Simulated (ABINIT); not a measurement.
Runs of ABINIT 10.8.3 (patched build) on WS2. Symmetry: R3m, No. 160, trigonal system. Conventional cell: a = 3.158 Å, b = 3.158 Å, c = 18.490 Å, α = 90.00°, β = 90.00°, γ = 120.00°. W (site symmetry 3m) has 6 S at 2.39 to 2.42 Å as nearest neighbours. S (site symmetry 3m) has 3 W at 2.42 Å as nearest neighbours. S (site symmetry 3m) has 3 W at 2.39 Å as nearest neighbours. Measurements of this composition are mostly on another form, of space group No. 194.

```csv
task,potentials or basis,k mesh,cutoff (eV),smearing,stop of the response cycle (tolvrs),acoustic sum rule (asr),cutoff of the screening (Ha),bands in the sums,wave-function cutoff in the screening (Ha),mesh quality,gap on the mesh (eV),pressure (GPa),largest force (eV/Å)
single point,PseudoDojo NC SR LDA v0.4.1 standard,8 × 8 × 8,952,fermi-dirac 0.05 eV,-,-,-,-,-,not flagged,1.10,-4.0,(a)
dielectric tensor,PseudoDojo NC SR LDA v0.4.1 standard,8 × 8 × 8,816,fixed,1e-08,1,-,-,-,not flagged,-,-4.1,0.59
single point,PseudoDojo NC SR LDA v0.4 stringent,8 × 8 × 8,1578,fermi-dirac 0.05 eV,-,-,-,-,-,not flagged,1.10,-4.1,0.59
phonons,JTH PAW LDA v2.0,8 × 8 × 8,435,fixed,1e-08,1,-,-,-,not flagged,-,-4.0,0.58
one-shot levels of the hybrid HF,PseudoDojo NC SR LDA v0.4.1 standard,6 × 6 × 6,816,fixed,-,-,-,21,-,not flagged,0.95,-,-
single point,PseudoDojo NC SR LDA v0.4.1 standard,8 × 8 × 8,816,fermi-dirac 0.05 eV,-,-,-,-,-,not flagged,1.10,-4.1,0.59
positron lifetime,JTH PAW LDA v2.0,7 × 7 × 7,435,fermi-dirac 0.05 eV,-,-,-,-,-,not flagged,1.07,-4.0,0.58
```

Alike in all rows: level LDA; no spin polarisation; cell as given.

Problem. Estimate the missing entries.

Solution. (a) 0.60.

Caveats: spin-orbit coupling is left out, which moves the levels of the heavy elements (some runs); the cell is more than 3 GPa from zero pressure, which shifts response properties (some runs); the atoms weren't relaxed first, which shifts response properties (some runs); the PAW basis is incomplete for the positron (some runs); an odd mesh through Γ misses points on the zone boundary, where band edges often lie (some runs).

A k mesh can miss the band edges, and the runs leave out spin-orbit coupling on W.

Not every run made on this cell is shown here.
